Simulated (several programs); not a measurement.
CsPbCl3 (Pm-3m) from semi-empirical methods to plane-wave DFT

CsPbCl3 (Pm-3m) from a database of computed structures, relaxed with r2SCAN in Ansatz, was computed with several methods. The symmetry is Pm-3m (No. 221, cubic); a = 5.677 Å in the conventional setting, 36.59 Å³ an atom. Cs is surrounded by 12 Cl at 4.01 Å; Pb is surrounded by 6 Cl at 2.84 Å; Cl is surrounded by 2 Pb at 2.84 Å and 4 Cs at 4.01 Å. Spin-unpolarised throughout; all numbers are computed.

```
Cs Pb Cl
1.0
     4.01412    2.31755    3.27732
    -4.01412    2.31755    3.27732
     0.00000   -4.63511    3.27732
Cs Pb Cl
1 1 3
Direct
  0.50000 0.50000 0.50000
  0.00000 0.00000 0.00000
  0.50000 0.00005 0.99995
  0.00005 0.99995 0.50000
  0.99995 0.50000 0.00005
```

Gaps and times are for a single point on this cell; volume and bulk modulus come from each method's own relaxation or energy curve at fixed shape. Times are rough, from shared hosts (Arm Neoverse V1; Arm Neoverse V2), and each method has its own mesh and cell size. A star marks a curve whose lowest point is an end point. PM6 (MOPAC), PM7 (MOPAC), GFN1-xTB (tblite), GFN2-xTB (tblite) treat a cluster of cells at its zone centre, which samples few k points: where these miss a band edge, the gap comes out too large for that reason alone. Gaps from k meshes are read at a limited set of points (mesh, symmetry points, PBE's band edges), so each method's own least gap may be somewhat smaller. xTB and the PM methods were fitted mostly to molecules, and can miss a solid's gap by electronvolts. Minimal bases can be far off for gaps. Times of the plane-wave rungs are withheld (a dash), since they come from other jobs, hosts and meshes; the meshes of hybrids and Hartree-Fock don't converge their gaps to the digits shown. d marks a direct gap, i an indirect one (no mark: not told apart), a dash a value that wasn't computed or didn't pass its checks.

```
                          method              kind  gap (eV)  own volume (Å³/atom)  bulk modulus (GPa)  atoms computed  processor time
                          PBEsol         semilocal         –                 35.60                   –               5               –
light PBE (260 eV, its own mesh)  light plane-wave    2.07 d                     –                   –               5           1.8 s
               GFN1-xTB (tblite)     tight binding      3.36                33.01*                   –         cluster           1.9 s
               GFN2-xTB (tblite)     tight binding      4.24                     –                   –         cluster           2.7 s
                     PM7 (MOPAC)    semi-empirical      8.93                     –                   –         cluster           3.2 s
                     PM6 (MOPAC)    semi-empirical      4.22                     –                   –         cluster           3.6 s
                             PBE         semilocal    2.09 d                 37.84                  22               5               –
                  PBE/SZV (CP2K)       small basis    1.86 d                 38.58                  25               5           9.9 s
                             LDA         semilocal    1.89 d                 33.59                   –               5               –
                          r2SCAN         semilocal    2.46 d                 36.59                  25               5               –
                 PBE/DZVP (CP2K)       small basis    1.99 d                 37.64                  22               5            22 s
                         PBE+SOC         semilocal    0.86 d                     –                   –               5               –
                            PBE0            hybrid    3.44 d                     –                   –               5               –
                           HSE06            hybrid    2.79 d                     –                   –               5               –
                         r2SCAN0            hybrid    3.70 d                     –                   –               5               –
```

Against HSE06 (2.79 eV) the nearest gap at the points sampled is that of r2SCAN (-0.32 eV) and the farthest that of PM7 (MOPAC) (+6.15 eV). HSE06 is only a yardstick of convenience, and nearness to it can be luck.

Volumes against r2SCAN's: PBEsol -2.7 %, PBE +3.4 %, PBE/SZV (CP2K) +5.5 %, LDA -8.2 %, PBE/DZVP (CP2K) +2.9 %.

Runs without a result: GLLB-SC (GPAW) (single point).

Only the rows marked +SOC include spin-orbit coupling.
